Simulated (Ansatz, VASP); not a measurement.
## KBr: VASP beside Ansatz

INCAR

```
SYSTEM = KBr
ALGO = Normal
EDIFF = 1E-6
ENCUT = 520
GGA = PS
ISIF = 2
ISMEAR = 0
LASPH = .TRUE.
LCHARG = .FALSE.
LREAL = .FALSE.
LWAVE = .FALSE.
NBANDS = 15
NELM = 60
PREC = Accurate
SIGMA = 0.05
```

File KPOINTS:

```
k-points
0
G
  6 6 6
  0 0 0
```

POSCAR

```
KBr
1.0
    0.0000000000      3.1438834418      3.5368688720
    3.1438834418      0.0000000000      3.5368688720
    3.1438834418      3.1438834418      0.0000000000
K Br
1 1
Direct
    0.0000000000      0.0000000000      0.0000000000
    0.5000000000      0.5000000000      0.5000000000
```

Input for Ansatz:

```yaml
crystal:
  lattice:
    - [0.0, 3.1438834418, 3.536868872]
    - [3.1438834418, 0.0, 3.536868872]
    - [3.1438834418, 3.1438834418, 0.0]
  atoms:
    - { symbol: K, position: [0.0, 0.0, 0.0] }
    - { symbol: Br, position: [0.5, 0.5, 0.5] }
basis:
  ecutwfc: 420
kpoints:
  mp_grid: { grid: [6, 6, 6] }
hamiltonian:
  xc: pbesol
scf:
  occupations: { method: gaussian, width: 0.05 }
output:
  forces: true
  stress: true
  eigenvalues: true
```

Change from the starting cell: strain -0.040 along x and y, +0.080 along z, atoms carried along.

Alike in both runs: task single point; functional PBEsol; k mesh 6 × 6 × 6; occupations gaussian, width 0.05 eV; no spin polarisation.

|  | VASP | Ansatz |
| --- | --- | --- |
| version | VASP 6.6.1 | Ansatz 0.2.0 |
| potentials or method | VASP PAW PBE potentials, release 64 (K_sv, Br) | scalar-relativistic, plane waves, PAW |
| plane-wave cutoff (eV) | 520 | 420 |
| valence electrons in the cell | 16 | 16 |

Ansatz gave:

* gap on the k mesh at the Fermi level (eV): 4.30
* least direct gap on the mesh (eV): 4.30
* pressure (GPa): 0.7
* largest component of the traceless stress (GPa): 2.13

Estimate VASP's values.

gap on the k mesh at the Fermi level (eV): 4.30; least direct gap on the mesh (eV): 4.30; pressure (GPa): 0.8; largest component of the traceless stress (GPa): 2.18.

With one functional, cell and mesh, what is left measures potentials, basis and numerics.

Caveats: the PAW data sets were made with another functional, which shifts forces and pressure a little (VASP).
